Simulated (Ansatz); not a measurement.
# SiO2: the cost of one run

Method: DFT PBE, scalar-relativistic, plane waves, PAW, in Ansatz 0.2.0.

3 further runs of the same task are left out: 3 set aside as unsound or not needed. Runs told in other sessions of the task aren't counted.

### Step 1. Starting point

Symmetry: I4/mmm, No. 139, tetragonal system. The conventional cell has a = 3.120 Å, b = 3.120 Å, c = 7.653 Å, α = 90.00°, β = 90.00°, γ = 90.00°. Around Si (site symmetry 4/mmm) lie 10 O at 2.54 to 2.56 Å. Around O (site symmetry 4mm) lie 5 O at 2.53 to 2.56 Å and 5 Si at 2.54 to 2.56 Å.

As a file:

```
CELL_PARAMETERS angstrom
-1.55976 1.55976 3.82628
1.55976 -1.55976 3.82628
1.55976 1.55976 -3.82628
ATOMIC_POSITIONS crystal
Si 0.00000 0.00000 0.00000
O 0.66500 0.66500 0.00000
O 0.33500 0.33500 0.00000
```

This is candidate A: MoSi2 (C11b) type (I4/mmm, No. 139).

(A quick probe on a coarse mesh, which set the mesh and smearing, is not shown.)

### Step 3. Coarse relaxation (candidate A)

input.yaml

```yaml
crystal:
  lattice:
    - [-1.5597560892, 1.5597560892, 3.8262766562]
    - [1.5597560892, -1.5597560892, 3.8262766562]
    - [1.5597560892, 1.5597560892, -3.8262766562]
  atoms:
    - { symbol: Si, position: [0.0, 0.0, 0.0] }
    - { symbol: O, position: [0.665, 0.665, 0.0], spin: 0.81 }
    - { symbol: O, position: [0.335, 0.335, 0.0], spin: 0.81 }
basis:
  ecutwfc: 420
kpoints:
  mp_grid: { grid: [8, 8, 8] }
hamiltonian:
  xc: pbe
scf:
  occupations: { method: gaussian, width: 0.1 }
  lower_state_search: "off"
output:
  forces: true
  stress: true
  eigenvalues: true
  populations: true
magnetization:
  spin_polarized: true
relax:
  adjacent_minimum: "off"
  f_tol: 0.04
  max_steps: 70
  cell: { stress_tol: 0.4 }
```

Launch:

```console
> ansatz run input.yaml --threads 1 --pin off --max-ram 2560MiB --backend cpu --events-out ev --progress --plain --runs-dir out
```

Q: Estimate wall time and peak memory on 1 thread of Arm Neoverse V1, shared host.

About 2.2 min, with a peak of 0.33 GiB.
